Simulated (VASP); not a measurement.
# Rh (Im-3m) in VASP: notebook

Runs on Rh. Level: PBE. Tasks: single point, relaxation of cell and atoms.

All numbers are computed with VASP 6.6.1; they aren't measurements. Logs are shortened: lines on timing, memory, paths and dates and some standing lists are left out, and cuts for length are marked.

## (1) The structure

Symmetry: Im-3m, No. 229, cubic system. Conventional cell: a = 3.070 Å, b = 3.070 Å, c = 3.070 Å, α = 90.00°, β = 90.00°, γ = 90.00°. Rh (site symmetry m-3m) is surrounded by 8 Rh at 2.66 Å.

This isn't the form of Rh at room conditions, which is fcc.

## (2) Single point, PBE

INCAR reads:

```
PREC = Accurate
ENCUT = 520
EDIFF = 1E-7
ISMEAR = -1
SIGMA = 0.05
LREAL = False
LASPH = True
NELM = 100
ALGO = Normal
ISIF = 2
LWAVE = False
LCHARG = False
GGA = PE
NBANDS = 14
```

KPOINTS reads:

```
regular mesh
0
Gamma
  19 19 19
```

POSCAR reads:

```
Rh
1.0
   -1.5350880209      1.5350880209      1.5350880209
    1.5350880209     -1.5350880209      1.5350880209
    1.5350880209      1.5350880209     -1.5350880209
Rh
1
Direct
    0.0000000000      0.0000000000      0.0000000000
```

Potentials or basis: VASP PAW PBE potentials, release 64 (Rh_pv).

Launch:

```
$ cat potpaw_PBE.64/Rh_pv/POTCAR > POTCAR
$ mpirun -np 1 vasp_std > vasp.out
```

OUTCAR:

```text
PREC = Accurate
   ENCUT = 520
   EDIFF = 1E-7
   ISMEAR = -1
   LREAL = False
   LASPH = True
   NELM = 100
   ISIF = 2
   GGA = PE

 ion  position               nearest neighbor table
   1  0.000  0.000  0.000-

  LATTYP: Found a body centered cubic cell.
 ALAT       =     3.0701760418

  Lattice vectors:

 A1 = (  -1.5350880209,   1.5350880209,   1.5350880209)
 A2 = (   1.5350880209,  -1.5350880209,   1.5350880209)
 A3 = (   1.5350880209,   1.5350880209,  -1.5350880209)

Analysis of symmetry for initial positions (statically):
=====================================================================
 Subroutine PRICEL returns:
 Original cell was already a primitive cell.

 Routine SETGRP: Setting up the symmetry group for a
 body centered cubic supercell.

 Subroutine GETGRP returns: Found 48 space group operations
 (whereof 48 operations were pure point group operations)
 out of a pool of 48 trial point group operations.

The static configuration has the point symmetry O_h .

Analysis of symmetry for dynamics (positions and initial velocities):
=====================================================================
 Subroutine PRICEL returns:
 Original cell was already a primitive cell.

 Routine SETGRP: Setting up the symmetry group for a
 body centered cubic supercell.

 Subroutine GETGRP returns: Found 48 space group operations
 (whereof 48 operations were pure point group operations)
 out of a pool of 48 trial point group operations.

The dynamic configuration has the point symmetry O_h .

 Subroutine INISYM returns: Found 48 space group operations
 (whereof 48 operations are pure point group operations),
 and found     1 'primitive' translations

----------------------------------------------------------------------------------------

                                     Primitive cell

  volume of cell :      14.4697

  direct lattice vectors                    reciprocal lattice vectors
    -1.535088021  1.535088021  1.535088021     0.000000000  0.325714222  0.325714222
     1.535088021 -1.535088021  1.535088021     0.325714222  0.000000000  0.325714222
     1.535088021  1.535088021 -1.535088021     0.325714222  0.325714222  0.000000000

  length of vectors
     2.658850446  2.658850446  2.658850446     0.460629470  0.460629470  0.460629470

  position of ions in fractional coordinates (direct lattice)
[... 83 lines left out ...]
   ISIF   =      2    stress and relaxation
   ISYM   =      2    0-nonsym 1-usesym 2-fastsym
   POTIM  = 0.5000    time-step for ionic-motion
   TEBEG  =    0.0;   TEEND  =   0.0 temperature during run
   PSTRESS=    0.0 pullay stress
   NELECT =      15.0000    total number of electrons
   NUPDOWN=      -1.0000    fix difference up-down
   EMIN   =  10.00;   EMAX   =-10.00  energy-range for DOS
   EFERMI =   0.00;   METHOD = LEGACY
   ISMEAR =    -1;   SIGMA  =   0.05  broadening in eV -4-tet -1-fermi 0-gaus
   EFERMI_NEDOS =   21; number of points for ismear=-14 and -15
   IALGO  =     38    algorithm
   IMIX   =      4    mixing-type and parameters
     AMIX     =   0.40;   BMIX     =  1.00
     AMIX_MAG =   1.60;   BMIX_MAG =  1.00
  volume/ion in A,a.u.               =      14.47        97.65
  Fermi-wavevector in a.u.,A,eV,Ry     =   1.656858  3.131008 37.350423  2.745179
  Thomas-Fermi vector in A             =   2.744711
   LORBIT       =      0    0 simple, 1 ext, 2 COOP (PROOUT), +10 PAW based schemes
   GGA     = PE    functional components
   LHFCALC =     F    Hartree Fock is set to
   AEXX    =    0.0000 exact exchange contribution
   IVDW    =     0    specifies the selected vdW correction
   LEPSILON=     F    determine dielectric tensor
   LRPA    =     F    only Hartree local field effects (RPA)
 non-spin polarized calculation
  energy-cutoff  :      520.00
  volume of cell :       14.47
 maximum number of plane-waves:       402
   NGX =  9   NGY =  9   NGZ =  9

 number of electron      15.0000005 magnetization

 Free energy of the ion-electron system (eV)
  ---------------------------------------------------
  ext. energy  EPLUGINS =         0.00000000
  ---------------------------------------------------
  free energy    TOTEN  =        -6.91344417 eV

  energy without entropy =       -6.88986358  energy(sigma->0) =       -6.90165388

 E-fermi :  10.8143     XC(G=0): -13.6859

 val. band max:       10.8141109204   @ k =  -0.2105   0.2632   0.0526
 cond. band min:      10.8151630390   @ k =   0.1579   0.1579   0.0000
 fundamental gap:      0.0010521186
 Fermi energy:        10.8142732877

 k-point     1 :       0.0000    0.0000    0.0000
  band No.  band energies     occupation
      1     -35.1462      2.00000
      2     -35.1462      2.00000
      3     -35.1462      2.00000
      4       3.4134      2.00000
      5       8.0826      2.00000
      6       8.0826      2.00000
      7       8.0826      2.00000
      8      10.4063      1.99943
      9      10.4063      1.99943
     10      29.2653      0.00000
     11      29.2653      0.00000
     12      29.2653      0.00000
     13      31.9659      0.00000
     14      38.8749      0.00000
[... 377 lines left out ...]
      1     -35.6670      2.00000
      2     -35.3375      2.00000
      3     -35.1708      2.00000
      4       5.7454      2.00000
      5       6.9231      2.00000
      6       9.1036      2.00000
      7      10.1658      2.00000
      8      10.8486      0.67003
      9      12.4550      0.00000
     10      22.7071      0.00000
     11      26.1321      0.00000
     12      29.4095      0.00000
     13      31.9676      0.00000
     14      34.2345      0.00000

 [... further k-points ...]

------------------------ aborting loop because EDIFF is reached ----------------------------------------

  FORCE on cell =-STRESS in cart. coord.  units (eV):
  Direction    XX          YY          ZZ          XY          YZ          ZX
  --------------------------------------------------------------------------------------
  -------------------------------------------------------------------------------------
  Total        0.0086534      0.0086534      0.0086534      0.0000000      0.0000000      0.0000000
  in kB        0.9581620      0.9581620      0.9581620      0.0000000      0.0000000      0.0000000
  external PRESSURE =       0.9581620 kB  Pullay stress =       0.0000000 kB

 VOLUME and BASIS-vectors are now :
 -----------------------------------------------------------------------------
  energy-cutoff  :      520.00
  volume of cell :       14.47
      direct lattice vectors                 reciprocal lattice vectors
    -1.535088021  1.535088021  1.535088021     0.000000000  0.325714222  0.325714222
     1.535088021 -1.535088021  1.535088021     0.325714222  0.000000000  0.325714222
     1.535088021  1.535088021 -1.535088021     0.325714222  0.325714222  0.000000000

 POSITION                                       TOTAL-FORCE (eV/Angst)
 -----------------------------------------------------------------------------------
      0.00000      0.00000      0.00000        -0.000000      0.000000     -0.000000
 -----------------------------------------------------------------------------------
    total drift:                                0.000000     -0.000000      0.000000

  FREE ENERGIE OF THE ION-ELECTRON SYSTEM (eV)
  ---------------------------------------------------
  free  energy   TOTEN  =        -6.9134441730 eV

  energy  without entropy=       -6.8898635832  energy(sigma->0) =       -6.90165388
```

Run time: 24 s. Hardware: 1 thread of Intel Xeon Platinum 8259CL at 2.50GHz (Skylake/Cascade Lake), shared host; peak memory 0.15 GiB.

Results:

| Quantity | Value |
| --- | --- |
| Free energy | -6.9134 eV |
| Pressure | 0.1 GPa |
| Band gap on the k mesh | none (metal or under the smearing width) |

## (3) Relaxation of cell and atoms, PBE

INCAR reads:

```
SYSTEM = Rh
  PREC = Accurate
  ENCUT = 600
  EDIFF = 1E-6
  ISMEAR = -1
  SIGMA = 0.05
  LREAL = .False.
  LASPH = .True.
  NELM = 100
  ALGO = Normal
  ISIF = 3
  LWAVE = .False.
  LCHARG = .False.
  GGA = PE
  IBRION = 2
  NSW = 45
  EDIFFG = -0.005
```

KPOINTS reads:

```
Automatic mesh
0
Gamma
  19 19 19
  0 0 0
```

POSCAR reads:

```
Rh
1.0
   -1.5352343137      1.5352343137      1.5352343137
    1.5352343137     -1.5352343137      1.5352343137
    1.5352343137      1.5352343137     -1.5352343137
Rh
1
Direct
    0.0000000000      0.0000000000      0.0000000000
```

Potentials or basis: VASP PAW PBE potentials, release 64 (Rh_pv).

Launch:

```
$ cat potpaw_PBE.64/Rh_pv/POTCAR > POTCAR
$ mpirun -np 1 vasp_std > vasp.out
```

OUTCAR:

```text
SYSTEM = Rh
   PREC = Accurate
   ENCUT = 600
   EDIFF = 1E-6
   ISMEAR = -1
   LREAL = .False.
   LASPH = .True.
   NELM = 100
   ISIF = 3
   GGA = PE
   IBRION = 2
   NSW = 45
   EDIFFG = -0.005

 ion  position               nearest neighbor table
   1  0.000  0.000  0.000-

  LATTYP: Found a body centered cubic cell.
 ALAT       =     3.0704686274

  Lattice vectors:

 A1 = (  -1.5352343137,   1.5352343137,   1.5352343137)
 A2 = (   1.5352343137,  -1.5352343137,   1.5352343137)
 A3 = (   1.5352343137,   1.5352343137,  -1.5352343137)

Analysis of symmetry for initial positions (statically):
=====================================================================
 Subroutine PRICEL returns:
 Original cell was already a primitive cell.

 Routine SETGRP: Setting up the symmetry group for a
 body centered cubic supercell.

 Subroutine GETGRP returns: Found 48 space group operations
 (whereof 48 operations were pure point group operations)
 out of a pool of 48 trial point group operations.

The static configuration has the point symmetry O_h .

Analysis of symmetry for dynamics (positions and initial velocities):
=====================================================================
 Subroutine PRICEL returns:
 Original cell was already a primitive cell.

 Routine SETGRP: Setting up the symmetry group for a
 body centered cubic supercell.

 Subroutine GETGRP returns: Found 48 space group operations
[... 223 lines left out ...]
 Free energy of the ion-electron system (eV)
  ---------------------------------------------------
  ext. energy  EPLUGINS =         0.00000000
  ---------------------------------------------------
  free energy    TOTEN  =        -6.91351370 eV

  energy without entropy =       -6.88993936  energy(sigma->0) =       -6.90172653

 E-fermi :  10.8167     XC(G=0): -13.6867

 val. band max:       10.8164956866   @ k =  -0.2105   0.2632   0.0526
 cond. band min:      10.8175691396   @ k =   0.1579   0.1579   0.0000
 fundamental gap:      0.0010734529
 Fermi energy:        10.8166722786

 k-point     1 :       0.0000    0.0000    0.0000
  band No.  band energies     occupation
      1     -35.1442      2.00000
      2     -35.1442      2.00000
      3     -35.1442      2.00000
      4       3.4150      2.00000
      5       8.0843      2.00000
      6       8.0843      2.00000
      7       8.0843      2.00000
      8      10.4087      1.99943
      9      10.4087      1.99943
     10      29.2681      0.00000
     11      29.2681      0.00000
[... 309 lines left out ...]
 k-point    24 :       0.3158    0.1053   -0.0000
  band No.  band energies     occupation
      1     -35.6652      2.00000
      2     -35.3355      2.00000
      3     -35.1689      2.00000
      4       5.7468      2.00000
      5       6.9245      2.00000
      6       9.1057      2.00000
      7      10.1680      2.00000
      8      10.8510      0.66989
      9      12.4578      0.00000
     10      22.7112      0.00000
     11      26.1354      0.00000

 [... further k-points ...]

------------------------ aborting loop because EDIFF is reached ----------------------------------------

  FORCE on cell =-STRESS in cart. coord.  units (eV):
  Direction    XX          YY          ZZ          XY          YZ          ZX
  --------------------------------------------------------------------------------------
  -------------------------------------------------------------------------------------
  Total        0.0003347      0.0003347      0.0003347      0.0000000      0.0000000      0.0000000
  in kB        0.0370606      0.0370606      0.0370606      0.0000000      0.0000000      0.0000000
  external PRESSURE =       0.0370606 kB  Pullay stress =       0.0000000 kB
[... 16 lines left out ...]
  FREE ENERGIE OF THE ION-ELECTRON SYSTEM (eV)
  ---------------------------------------------------
  free  energy   TOTEN  =        -6.9135136999 eV

  energy  without entropy=       -6.8899393604  energy(sigma->0) =       -6.90172653

 reached required accuracy - stopping structural energy minimisation
```

OSZICAR:

```text
N       E                     dE             d eps       ncg     rms          rms(c)
DAV:   1     0.125973428393E+03    0.12597E+03   -0.10099E+04  4848   0.161E+03
DAV:   2    -0.560054893110E+01   -0.13157E+03   -0.12614E+03  4978   0.408E+02
[... 16 lines left out ...]
   2 F= -.69135073E+01 E0= -.69017323E+01  d E =0.406973E-05
       N       E                     dE             d eps       ncg     rms          rms(c)
DAV:   1    -0.691373735063E+01   -0.22990E-03   -0.32879E-03  4990   0.940E-01    0.104E-01
DAV:   2    -0.691351746067E+01    0.21989E-03   -0.59187E-04  4975   0.355E-01    0.183E-02
DAV:   3    -0.691351527802E+01    0.21827E-05   -0.50751E-06  5044   0.292E-02    0.107E-02
DAV:   4    -0.691351360981E+01    0.16682E-05   -0.16395E-06  4266   0.174E-02    0.827E-04
DAV:   5    -0.691351369987E+01   -0.90060E-07   -0.35801E-08  2447   0.310E-03
   3 F= -.69135137E+01 E0= -.69017265E+01  d E =-.234887E-05
```

Wall time 37 s (1 thread of Intel Xeon Platinum 8259CL at 2.50GHz (Skylake/Cascade Lake), shared host); peak memory 0.17 GiB.

What came out:

```yaml
Free_energy: -6.9135 eV
Relaxed_volume: 14.47 Å³/atom
Relaxed_cell: a = 2.659 Å, b = 2.659 Å, c = 2.659 Å, α = 109.47°, β = 109.47°, γ = 109.47°
Space_group_after_relaxing_to_0.05_Å: Im-3m (No. 229)
Energy_gained_by_relaxing: 0.0 meV/atom
Ionic_steps: 3
Pressure_after_relaxing: 0.0 GPa
Band_gap_on_the_k_mesh: none (metal or under the smearing width)
```

Final structure:
```yaml
crystal:
  lattice:
    - [-1.53501, 1.53501, 1.53501]
    - [1.53501, -1.53501, 1.53501]
    - [1.53501, 1.53501, -1.53501]
  atoms:
    - { symbol: Rh, position: [0.00000, 0.00000, 0.00000] }
```

Levels at points of the mesh, in eV from the Fermi level:
```tsv
k point	band 4	band 5	band 6	band 7	band 8	band 9	band 10	band 11
(0.00, 0.00, 0.00)	-7.40	-2.73	-2.73	-2.73	-0.41	-0.41	18.45	18.45
```
